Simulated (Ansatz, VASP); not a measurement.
## Two plane-wave programs on Fe

The input INCAR:

```
SYSTEM = Fe
ALGO = Fast
EDIFF = 1E-6
ENCUT = 520
GGA = PS
ISIF = 2
ISMEAR = -1
ISPIN = 2
LASPH = .True.
LCHARG = .False.
LMAXMIX = 4
LORBIT = 11
LREAL = .False.
LWAVE = .False.
MAGMOM = 3
NBANDS = 14
NELM = 150
PREC = Accurate
SIGMA = 0.05
```

The input KPOINTS:

```
k-points
0
Gamma
  11 11 11
  0 0 0
```

POSCAR

```
Fe
1.0
   -1.4285700000      1.4285700000      1.4430000000
    1.4285700000     -1.4285700000      1.4430000000
    1.4285700000      1.4285700000     -1.4430000000
Fe
1
Direct
    0.0000000000      0.0000000000      0.0000000000
```

The input input.yaml:

```yaml
crystal:
  lattice:
    - [-1.42857, 1.42857, 1.443]
    - [1.42857, -1.42857, 1.443]
    - [1.42857, 1.42857, -1.443]
  atoms:
    - { symbol: Fe, position: [0.0, 0.0, 0.0], spin: 3.0 }
hamiltonian:
  xc: pbesol
  pseudopotentials: { kind: paw }
magnetization:
  spin_polarized: true
kpoints:
  mp_grid: { grid: [11, 11, 11] }
scf:
  occupations: { method: fermi_dirac, width: 0.05 }
output:
  forces: true
  stress: true
  eigenvalues: true
  write_density: true
  write_potential: true
  elf: true
  volumetric_format: npy
```

Alike in both runs: task single point; functional PBEsol; k mesh 11 × 11 × 11; occupations fermi-dirac, width 0.05 eV; collinear spin.

|  | VASP | Ansatz |
| --- | --- | --- |
| version | VASP 6.6.1 | Ansatz 0.2.0 |
| potentials or method | VASP PAW PBE potentials, release 64 (Fe) | Ansatz PAW |
| plane-wave cutoff (eV) | 520 | 420 |
| valence electrons in the cell | 8 | 16 |

```tsv
	VASP	Ansatz	Ansatz less VASP
gap on the k mesh at the Fermi level (eV)	none	none	-
pressure (GPa)	-15.1	-15.1	+0.06
largest component of the traceless stress (GPa)	0.83	0.80	-0.030
net moment per atom (μB)	2.26	2.25	-0.009
size of the moment on the site where the two differ most (μB)	2.25	2.29	+0.035
```

Site moments also hang on the region over which each program counts them. A gap of «none» marks a metal or a gap that the smearing closes. The two sets of potentials don't hold the same shells in valence.

Caveats: so large a pressure means that the cell lies far from this level's equilibrium, or that cutoff or potentials fall short (VASP); the potentials were made for another functional, which shifts forces and pressure (VASP); the PAW data sets come from PBE, with cores solved anew for the run's functional, which leaves a small shift of forces and pressure (Ansatz).
